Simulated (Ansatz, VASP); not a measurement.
**Two plane-wave programs on Ta**

Contents of POSCAR:

```
Ta
1.0
   -1.6441670000      1.6441670000      1.6441670000
    1.6441670000     -1.6441670000      1.6441670000
    1.6441670000      1.6441670000     -1.6441670000
Ta
1
Direct
    0.0000000000      0.0000000000      0.0000000000
```

INCAR.step1

```
  ALGO = Normal
  EDIFF = 1E-4
  ENCUT = 600
  GGA = PE
  ISMEAR = -4
  LASPH = True
  LCHARG = False
  LREAL = False
  LWAVE = True
  NELM = 100
  PREC = Accurate
  SIGMA = 0.1
```

Contents of INCAR.step2:

```
  ALGO = Normal
  EDIFF = 1E-6
  EDIFFG = -0.01
  ENCUT = 600
  IBRION = 2
  ISIF = 3
  ISMEAR = -4
  ISTART = 1
  LASPH = True
  LCHARG = False
  LMIXTAU = True
  LREAL = False
  LWAVE = False
  METAGGA = R2SCAN
  NELM = 100
  NSW = 60
  PREC = Accurate
  SIGMA = 0.1
```

File KPOINTS:

```
k-points
0
Gamma
  8 8 8
```

Input for Ansatz:

```yaml
crystal:
  lattice:
    - [-1.644167, 1.644167, 1.644167]
    - [1.644167, -1.644167, 1.644167]
    - [1.644167, 1.644167, -1.644167]
  atoms:
    - { symbol: Ta, position: [0.0, 0.0, 0.0] }
  symmetry: { tolerance: 0.0003 }
kpoints:
  mp_grid: { grid: [8, 8, 8], shift: [0, 0, 0] }
magnetization:
  spin_polarized: false
scf:
  occupations: { method: tetrahedron_uncorrected }
hamiltonian:
  pseudopotentials: { kind: paw }
  xc: r2scan
basis:
  ecutwfc: 500
output:
  forces: true
  stress: true
  eigenvalues: true
relax:
  max_steps: 40
  cell: {}
```

The cell was built by a generator and needn't be a form met in nature.

Alike in both runs: task relaxation of cell and atoms; functional r2SCAN; k mesh 8 × 8 × 8; no spin polarisation.

|  | VASP | Ansatz |
| --- | --- | --- |
| version | VASP 6.6.1 | Ansatz 0.2.0 |
| potentials or method | VASP PAW PBE potentials, release 64 (Ta_pv) | PAW plane waves |
| plane-wave cutoff (eV) | 600 | 500 |
| occupations | tetrahedron | tetrahedron-uncorrected |
| valence electrons in the cell | 11 | 13 |

|  | VASP | Ansatz | Ansatz less VASP |
| --- | --- | --- | --- |
| gap on the k mesh at the Fermi level, each at its own relaxed structure (eV) | none | none | - |
| relaxed volume (Å³/atom) | 18.24 | 18.19 | -0.052 |
| relaxed cell length with the largest relative difference (Å) | 2.872 | 2.869 | -0.0027 |
| energy change over the relaxation (meV/atom) | -8 | -6 | +1.7 |

A gap of «none» marks a metal or a gap that the smearing closes. The two sets of potentials don't hold the same shells in valence. Ansatz warned: «band_table_not_solved_further».

Caveats: the PAW data sets were made with another functional, which shifts forces and pressure a little (VASP). Spin-orbit coupling is left out, which matters for the levels of Ta.
